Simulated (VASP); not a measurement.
# CdS (Greenockite) (P6_3mc) in VASP: further runs, part 2 of 2

VASP 6.6.1. Earlier steps stand in the parts before.

## (3) Relaxation of cell and atoms, PBE

This run uses another cell than the first one, of 25.12 Å³/atom, 1.011 times its volume.

File INCAR:

```
PREC = Accurate
ENCUT = 600
EDIFF = 1E-6
ISMEAR = 0
SIGMA = 0.03
LREAL = False
LASPH = True
NELM = 80
ALGO = Normal
ISIF = 3
LWAVE = False
LCHARG = False
GGA = PE
IBRION = 2
NSW = 90
EDIFFG = -0.01
```

File KPOINTS:

```
regular mesh
0
Gamma
  9 9 4
```

File POSCAR:

```
CdS
1.0
    4.1500000000      0.0000000000      0.0000000000
   -2.0750000000      3.5940054257      0.0000000000
    0.0000000000      0.0000000000      6.7370000000
Cd S
2 2
Direct
    0.3333333333      0.6666666667      0.0000000000
    0.6666666667      0.3333333333      0.5000000000
    0.3333333333      0.6666666667      0.3750000000
    0.6666666667      0.3333333333      0.8750000000
```

Potentials or basis: VASP PAW PBE potentials, release 64 (Cd, S).

On the command line:

```sh
> cat potpaw_PBE.64/Cd/POTCAR potpaw_PBE.64/S/POTCAR > POTCAR
> mpirun -np 1 vasp_std > vasp.out
```

OUTCAR:

```text
PREC = Accurate
   ENCUT = 600
   EDIFF = 1E-6
   ISMEAR = 0
   LREAL = False
   LASPH = True
   NELM = 80
   ISIF = 3
   GGA = PE
   IBRION = 2
   NSW = 90
   EDIFFG = -0.01

 ion  position               nearest neighbor table
   1  0.333  0.667  0.000-   3 2.53   4 2.54   4 2.54   4 2.54
   2  0.667  0.333  0.500-   4 2.53   3 2.54   3 2.54   3 2.54
   3  0.333  0.667  0.375-   1 2.53   2 2.54   2 2.54   2 2.54
   4  0.667  0.333  0.875-   2 2.53   1 2.54   1 2.54   1 2.54

  LATTYP: Found a hexagonal cell.
 ALAT       =     4.1500000000
 C/A-ratio  =     1.6233734940

  Lattice vectors:

 A1 = (   4.1500000000,   0.0000000000,   0.0000000000)
 A2 = (  -2.0750000000,   3.5940054257,   0.0000000000)
 A3 = (   0.0000000000,   0.0000000000,   6.7370000000)

Analysis of symmetry for initial positions (statically):
=====================================================================
 Subroutine PRICEL returns:
 Original cell was already a primitive cell.

 Routine SETGRP: Setting up the symmetry group for a
 hexagonal supercell.

 Subroutine GETGRP returns: Found 12 space group operations
 (whereof  6 operations were pure point group operations)
 out of a pool of 24 trial point group operations.

The static configuration has the point symmetry C_3v.
 The point group associated with its full space group is C_6v.

Analysis of symmetry for dynamics (positions and initial velocities):
=====================================================================
 Subroutine PRICEL returns:
 Original cell was already a primitive cell.

 Routine SETGRP: Setting up the symmetry group for a
 hexagonal supercell.

 Subroutine GETGRP returns: Found 12 space group operations
 (whereof  6 operations were pure point group operations)
 out of a pool of 24 trial point group operations.

The dynamic configuration has the point symmetry C_3v.
[... 132 lines left out ...]
   IVDW    =     0    specifies the selected vdW correction
   LEPSILON=     F    determine dielectric tensor
   LRPA    =     F    only Hartree local field effects (RPA)
 conjugate gradient relaxation of ions
 non-spin polarized calculation
 Gauss-broadening in eV      SIGMA  =   0.03
  energy-cutoff  :      600.00
  volume of cell :      100.48
 maximum number of plane-waves:      3378
 NGX is ok and might be reduce to    36
   NGX = 17   NGY = 17   NGZ = 27

--------------------------------------- Ionic step        1  -------------------------------------------

 number of electron      36.0000008 magnetization

 Free energy of the ion-electron system (eV)
  ---------------------------------------------------
  ext. energy  EPLUGINS =         0.00000000
  ---------------------------------------------------
  free energy    TOTEN  =       -12.26760563 eV

  energy without entropy =      -12.26760563  energy(sigma->0) =      -12.26760563

------------------------ aborting loop because EDIFF is reached ----------------------------------------

  FORCE on cell =-STRESS in cart. coord.  units (eV):
  Direction    XX          YY          ZZ          XY          YZ          ZX
  --------------------------------------------------------------------------------------
  -------------------------------------------------------------------------------------
  Total        1.3537067      1.3537067      1.7699074      0.0000000      0.0000000      0.0000000
  in kB       21.5844899     21.5844899     28.2206988      0.0000000      0.0000000      0.0000000
  external PRESSURE =      23.7965596 kB  Pullay stress =       0.0000000 kB
[... 139 lines left out ...]
--------------------------------------- Ionic step        5  -------------------------------------------

 number of electron      36.0000003 magnetization

 Free energy of the ion-electron system (eV)
  ---------------------------------------------------
  ext. energy  EPLUGINS =         0.00000000
  ---------------------------------------------------
  free energy    TOTEN  =       -12.29836679 eV

  energy without entropy =      -12.29836679  energy(sigma->0) =      -12.29836679

 E-fermi :   1.0669     XC(G=0):  -8.9013

 val. band max:        0.8819229910   @ k =   0.0000   0.0000   0.0000
 cond. band min:       1.9826801075   @ k =   0.0000   0.0000   0.0000
 fundamental gap:      1.1007571166
 Fermi energy:         1.0668709890

 k-point     1 :       0.0000    0.0000    0.0000
  band No.  band energies     occupation
      1     -11.1863      2.00000
      2     -10.8027      2.00000
      3      -6.6589      2.00000
      4      -6.6506      2.00000
      5      -6.6506      2.00000
      6      -6.5768      2.00000
[... 589 lines left out ...]
     21       6.0388      0.00000
     22       7.5602      0.00000

 [... further k-points ...]

------------------------ aborting loop because EDIFF is reached ----------------------------------------

  FORCE on cell =-STRESS in cart. coord.  units (eV):
  Direction    XX          YY          ZZ          XY          YZ          ZX
  --------------------------------------------------------------------------------------
  -------------------------------------------------------------------------------------
  Total        0.0352323      0.0352323      0.0236655      0.0000000      0.0000000      0.0000000
  in kB        0.5398752      0.5398752      0.3626337      0.0000000      0.0000000      0.0000000
  external PRESSURE =       0.4807947 kB  Pullay stress =       0.0000000 kB
[... 19 lines left out ...]
  FREE ENERGIE OF THE ION-ELECTRON SYSTEM (eV)
  ---------------------------------------------------
  free  energy   TOTEN  =       -12.2983667923 eV

  energy  without entropy=      -12.2983667923  energy(sigma->0) =      -12.29836679

 reached required accuracy - stopping structural energy minimisation
```

CONTCAR:

```text
CdS
   1.00000000000000
     4.1997547476111512    0.0000000000000000    0.0000000000000000
    -2.0998773738055756    3.6370943010899444   -0.0000000000000000
     0.0000000000000000    0.0000000000000000    6.8450968206373650
  Cd              S
     2     2
Direct
     0.3333333332999970    0.6666666667000030    0.9995209023166226
     0.6666666667000030    0.3333333332999970    0.4995209023166226
     0.3333333332999970    0.6666666667000030    0.3754790976833774
     0.6666666667000030    0.3333333332999970    0.8754790976833774

  0.00000000E+00  0.00000000E+00  0.00000000E+00
  0.00000000E+00  0.00000000E+00  0.00000000E+00
  0.00000000E+00  0.00000000E+00  0.00000000E+00
  0.00000000E+00  0.00000000E+00  0.00000000E+00
```

Run time: 1.7 min. Hardware: 1 thread of Intel Xeon 6975P-C (Granite Rapids), shared host; peak memory 0.31 GiB.

What came out:

- Free energy: -12.2984 eV
- Relaxed volume: 26.14 Å³/atom
- Relaxed cell: a = 4.200 Å, b = 4.200 Å, c = 6.845 Å, α = 90.00°, β = 90.00°, γ = 120.00°
- Space group after relaxing (to 0.05 Å): P6_3mc (No. 186)
- Energy gained by relaxing: 7.7 meV/atom
- Ionic steps: 5
- Pressure after relaxing: 0.0 GPa
- Largest force after relaxing: 0.008 eV/Å
- Band gap on the k mesh: 1.10 eV, direct

Forces in eV/Å, atoms in the order of the input:
```
Cd   0.000  0.000 -0.008
Cd   0.000  0.000 -0.008
S    0.000  0.000  0.008
S    0.000  0.000  0.008
```

The path:
```tsv
step	energy change (eV)	largest force (eV/Å)	pressure (GPa)	volume (Å³)
1	0.0000	0.0696	2.38	100.48
2	-0.0279	0.0022	-0.67	106.01
3	-0.0307	0.0149	-0.01	104.66
4	-0.0307	0.0159	0.00	104.57
5	-0.0308	0.0076	0.05	104.56
```

Final structure:
```
CELL_PARAMETERS angstrom
4.19975 0.00000 0.00000
-2.09988 3.63709 0.00000
0.00000 0.00000 6.84510
ATOMIC_POSITIONS crystal
Cd 0.33333 0.66667 0.99952
Cd 0.66667 0.33333 0.49952
S 0.33333 0.66667 0.37548
S 0.66667 0.33333 0.87548
```

PBE gaps usually lie below the measured ones, often by a third to a half. PBE usually gives volumes a little too large and moduli too small.

## (4) Relaxation of cell and atoms, PBE

This run uses another cell than the first one, of 26.14 Å³/atom, 1.052 times its volume.

INCAR, as its differences from that of step 3:

```diff
@@ -2,3 +2,3 @@
 ENCUT = 600
-EDIFF = 1E-6
+EDIFF = 1E-7
 ISMEAR = 0
@@ -15,2 +15,2 @@
 NSW = 90
-EDIFFG = -0.01
+EDIFFG = -0.005
```

KPOINTS is that of step 3.

File POSCAR:

```
CdS                                     
1.0
    4.1997547476      0.0000000000      0.0000000000
   -2.0998773738      3.6370943011     -0.0000000000
    0.0000000000      0.0000000000      6.8450968206
  Cd              S             
     2     2
Direct
     0.3333333332999970    0.6666666667000030    0.9995209023166226
     0.6666666667000030    0.3333333332999970    0.4995209023166226
     0.3333333332999970    0.6666666667000030    0.3754790976833774
     0.6666666667000030    0.3333333332999970    0.8754790976833774
```

Potentials or basis: VASP PAW PBE potentials, release 64 (Cd, S).

On the command line:

```sh
> cat potpaw_PBE.64/Cd/POTCAR potpaw_PBE.64/S/POTCAR > POTCAR
> mpirun -np 1 vasp_std > vasp.out
```

OUTCAR:

```text
PREC = Accurate
   ENCUT = 600
   EDIFF = 1E-7
   ISMEAR = 0
   LREAL = False
   LASPH = True
   NELM = 80
   ISIF = 3
   GGA = PE
   IBRION = 2
   NSW = 90
   EDIFFG = -0.005

 ion  position               nearest neighbor table
   1  0.333  0.667  1.000-   4 2.57   4 2.57   4 2.57   3 2.57
   2  0.667  0.333  0.500-   3 2.57   3 2.57   3 2.57   4 2.57
   3  0.333  0.667  0.375-   2 2.57   2 2.57   2 2.57   1 2.57
   4  0.667  0.333  0.875-   1 2.57   1 2.57   1 2.57   2 2.57

  LATTYP: Found a hexagonal cell.
 ALAT       =     4.1997547476
 C/A-ratio  =     1.6298801316

  Lattice vectors:

 A1 = (   4.1997547476,   0.0000000000,   0.0000000000)
 A2 = (  -2.0998773738,   3.6370943011,   0.0000000000)
 A3 = (   0.0000000000,   0.0000000000,   6.8450968206)

Analysis of symmetry for initial positions (statically):
=====================================================================
 Subroutine PRICEL returns:
 Original cell was already a primitive cell.

 Routine SETGRP: Setting up the symmetry group for a
 hexagonal supercell.

 Subroutine GETGRP returns: Found 12 space group operations
 (whereof  6 operations were pure point group operations)
 out of a pool of 24 trial point group operations.

The static configuration has the point symmetry C_3v.
 The point group associated with its full space group is C_6v.

Analysis of symmetry for dynamics (positions and initial velocities):
=====================================================================
 Subroutine PRICEL returns:
 Original cell was already a primitive cell.

 Routine SETGRP: Setting up the symmetry group for a
 hexagonal supercell.

 Subroutine GETGRP returns: Found 12 space group operations
 (whereof  6 operations were pure point group operations)
 out of a pool of 24 trial point group operations.

The dynamic configuration has the point symmetry C_3v.
 The point group associated with its full space group is C_6v.

 Subroutine INISYM returns: Found 12 space group operations
 (whereof  6 operations are pure point group operations),
 and found     1 'primitive' translations

----------------------------------------------------------------------------------------

                                     Primitive cell

  volume of cell :     104.5582

  direct lattice vectors                    reciprocal lattice vectors
     4.199754748  0.000000000  0.000000000     0.238109142  0.137472377  0.000000000
    -2.099877374  3.637094301  0.000000000     0.000000000  0.274944755  0.000000000
     0.000000000  0.000000000  6.845096821     0.000000000  0.000000000  0.146089972

  length of vectors
     4.199754748  4.199754748  6.845096821     0.274944755  0.274944755  0.146089972

  position of ions in fractional coordinates (direct lattice)
     0.333333333  0.666666667  0.999520902
     0.666666667  0.333333333  0.499520902
     0.333333333  0.666666667  0.375479098
     0.666666667  0.333333333  0.875479098

  ion indices of the primitive-cell ions
   primitive index   ion index
                 1           1
                 2           2
[... 36 lines left out ...]
  0.111111  0.111111  0.000000      6.000000
[... 16 lines left out ...]
  0.333333  0.222222  0.250000     24.000000
  0.333333  0.333333  0.250000      4.000000
 [... further k-points ...]
   k-points           NKPTS =     36   k-points in BZ     NKDIM =     36   number of bands    NBANDS=     22
   number of dos      NEDOS =    301   number of ions     NIONS =      4
   total plane-waves  NPLWV =  72576
   dimension x,y,z NGX =    36 NGY =   36 NGZ =   56
   dimension x,y,z NGXF=    72 NGYF=   72 NGZF=  112
   ions per type =               2   2
   NGX,Y,Z   is equivalent  to a cutoff of  14.25, 14.25, 13.60 a.u.
   NGXF,Y,Z  is equivalent  to a cutoff of  28.50, 28.50, 27.20 a.u.
 SYSTEM =  unknown system
   PREC   = accura    normal or accurate (medium, high low for compatibility)
   ISTART =      0    job   : 0-new  1-cont  2-samecut
   ICHARG =      2    charge: 1-file 2-atom 10-const
   ISPIN  =      1    spin polarized calculation?
   LNONCOLLINEAR =      F non collinear calculations
   LSORBIT =      F    spin-orbit coupling
   LASPH  =      T    aspherical Exc in radial PAW
   ENCUT  =  600.0 eV  44.10 Ry    6.64 a.u.   8.39  8.39 13.67*2*pi/ulx,y,z
   NELM   =     80;   NELMIN=  2; NELMDL= -5     # of ELM steps
   EDIFF  = 0.1E-06   stopping-criterion for ELM
   LREAL  =      F    real-space projection
   EDIFFG = -.5E-02   stopping-criterion for IOM
   NSW    =     90    number of steps for IOM
   IBRION =      2    ionic relax: 0-MD 1-quasi-New 2-CG
   NFREE  =      1    steps in history (QN), initial steepest desc. (CG)
   ISIF   =      3    stress and relaxation
   ISYM   =      2    0-nonsym 1-usesym 2-fastsym
   POTIM  = 0.5000    time-step for ionic-motion
   TEBEG  =    0.0;   TEEND  =   0.0 temperature during run
   PSTRESS=    0.0 pullay stress
   NELECT =      36.0000    total number of electrons
   NUPDOWN=      -1.0000    fix difference up-down
   EMIN   =  10.00;   EMAX   =-10.00  energy-range for DOS
   EFERMI =   0.00;   METHOD = LEGACY
   ISMEAR =     0;   SIGMA  =   0.03  broadening in eV -4-tet -1-fermi 0-gaus
   EFERMI_NEDOS =   21; number of points for ismear=-14 and -15
   IALGO  =     38    algorithm
   IMIX   =      4    mixing-type and parameters
     AMIX     =   0.40;   BMIX     =  1.00
     AMIX_MAG =   1.60;   BMIX_MAG =  1.00
  volume/ion in A,a.u.               =      26.14       176.40
  Fermi-wavevector in a.u.,A,eV,Ry     =   1.147421  2.168312 17.913104  1.316576
  Thomas-Fermi vector in A             =   2.284101
   LORBIT       =      0    0 simple, 1 ext, 2 COOP (PROOUT), +10 PAW based schemes
   GGA     = PE    functional components
   LHFCALC =     F    Hartree Fock is set to
   AEXX    =    0.0000 exact exchange contribution
   IVDW    =     0    specifies the selected vdW correction
   LEPSILON=     F    determine dielectric tensor
   LRPA    =     F    only Hartree local field effects (RPA)
 conjugate gradient relaxation of ions
 non-spin polarized calculation
 Gauss-broadening in eV      SIGMA  =   0.03
  energy-cutoff  :      600.00
  volume of cell :      104.56
 maximum number of plane-waves:      3544
 NGX is ok and might be reduce to    36
   NGX = 17   NGY = 17   NGZ = 27

--------------------------------------- Ionic step        1  -------------------------------------------

 number of electron      36.0000005 magnetization

 Free energy of the ion-electron system (eV)
  ---------------------------------------------------
  ext. energy  EPLUGINS =         0.00000000
  ---------------------------------------------------
  free energy    TOTEN  =       -12.29974711 eV

  energy without entropy =      -12.29974711  energy(sigma->0) =      -12.29974711

------------------------ aborting loop because EDIFF is reached ----------------------------------------

  FORCE on cell =-STRESS in cart. coord.  units (eV):
  Direction    XX          YY          ZZ          XY          YZ          ZX
  --------------------------------------------------------------------------------------
  -------------------------------------------------------------------------------------
  Total        0.0346720      0.0346720      0.0228329      0.0000000      0.0000000      0.0000000
  in kB        0.5312900      0.5312900      0.3498761      0.0000000      0.0000000      0.0000000
  external PRESSURE =       0.4708187 kB  Pullay stress =       0.0000000 kB
[... 101 lines left out ...]
--------------------------------------- Ionic step        4  -------------------------------------------

 number of electron      36.0000006 magnetization

 Free energy of the ion-electron system (eV)
  ---------------------------------------------------
  ext. energy  EPLUGINS =         0.00000000
  ---------------------------------------------------
  free energy    TOTEN  =       -12.29977831 eV

  energy without entropy =      -12.29977831  energy(sigma->0) =      -12.29977831

 E-fermi :   0.9934     XC(G=0):  -8.8963

 val. band max:        0.8726318565   @ k =   0.0000   0.0000   0.0000
 cond. band min:       1.9716946321   @ k =   0.0000   0.0000   0.0000
 fundamental gap:      1.0990627757
 Fermi energy:         0.9934065051

 k-point     1 :       0.0000    0.0000    0.0000
  band No.  band energies     occupation
      1     -11.1889      2.00000
      2     -10.8062      2.00000
      3      -6.6640      2.00000
      4      -6.6566      2.00000
      5      -6.6566      2.00000
      6      -6.5831      2.00000
[... 589 lines left out ...]
     21       6.0349      0.00000
     22       7.5476      0.00000

 [... further k-points ...]

------------------------ aborting loop because EDIFF is reached ----------------------------------------

  FORCE on cell =-STRESS in cart. coord.  units (eV):
  Direction    XX          YY          ZZ          XY          YZ          ZX
  --------------------------------------------------------------------------------------
  -------------------------------------------------------------------------------------
  Total       -0.0002628     -0.0002628     -0.0146922      0.0000000      0.0000000      0.0000000
  in kB       -0.0040227     -0.0040227     -0.2248895      0.0000000      0.0000000      0.0000000
  external PRESSURE =      -0.0776450 kB  Pullay stress =       0.0000000 kB
[... 19 lines left out ...]
  FREE ENERGIE OF THE ION-ELECTRON SYSTEM (eV)
  ---------------------------------------------------
  free  energy   TOTEN  =       -12.2997783134 eV

  energy  without entropy=      -12.2997783134  energy(sigma->0) =      -12.29977831

 reached required accuracy - stopping structural energy minimisation
```

OSZICAR:

```text
N       E                     dE             d eps       ncg     rms          rms(c)
DAV:   1     0.268548840707E+03    0.26855E+03   -0.19108E+04  1584   0.167E+03
DAV:   2     0.293666728057E+01   -0.26561E+03   -0.25945E+03  1770   0.376E+02
DAV:   3    -0.131961724397E+02   -0.16133E+02   -0.15949E+02  1890   0.900E+01
[... 28 lines left out ...]
DAV:   1    -0.122997870586E+02   -0.16580E-04   -0.19267E-03  1584   0.297E-01    0.172E-02
DAV:   2    -0.122997808919E+02    0.61667E-05   -0.26927E-05  1870   0.468E-02    0.877E-03
DAV:   3    -0.122997784251E+02    0.24668E-05   -0.36096E-06  1854   0.161E-02    0.427E-03
DAV:   4    -0.122997782941E+02    0.13102E-06   -0.58173E-07  1884   0.676E-03    0.188E-03
DAV:   5    -0.122997783134E+02   -0.19354E-07   -0.42049E-08   792   0.217E-03
   4 F= -.12299778E+02 E0= -.12299778E+02  d E =-.790257E-05
```

It took 85 s on 1 thread of Intel Xeon 6975P-C (Granite Rapids), shared host; peak memory 0.31 GiB.

What came out:

```yaml
Free_energy: -12.2998 eV
Relaxed_volume: 26.17 Å³/atom
Relaxed_cell: a = 4.202 Å, b = 4.202 Å, c = 6.846 Å, α = 90.00°, β = 90.00°, γ = 120.00°
Space_group_after_relaxing_to_0.05_Å: P6_3mc (No. 186)
Energy_gained_by_relaxing: 0.0 meV/atom
Ionic_steps: 4
Pressure_after_relaxing: 0.0 GPa
Largest_force_after_relaxing: 0.005 eV/Å
Band_gap_on_the_k_mesh: 1.10 eV, direct
```

Forces on the atoms (eV/Å):
```
Cd   0.000  0.000 -0.005
Cd   0.000  0.000 -0.005
S    0.000  0.000  0.005
S    0.000  0.000  0.005
```

Final structure:
```cif
data_structure
_symmetry_space_group_name_H-M 'P 1'
_symmetry_Int_Tables_number 1
_cell_length_a 4.2018
_cell_length_b 4.2018
_cell_length_c 6.8459
_cell_angle_alpha 90.000
_cell_angle_beta 90.000
_cell_angle_gamma 120.000
_cell_volume 104.67
loop_
_atom_site_label
_atom_site_type_symbol
_atom_site_fract_x
_atom_site_fract_y
_atom_site_fract_z
_atom_site_occupancy
Cd1 Cd 0.33333 0.66667 0.99943 1
Cd2 Cd 0.66667 0.33333 0.49943 1
S1 S 0.33333 0.66667 0.37557 1
S2 S 0.66667 0.33333 0.87557 1
```
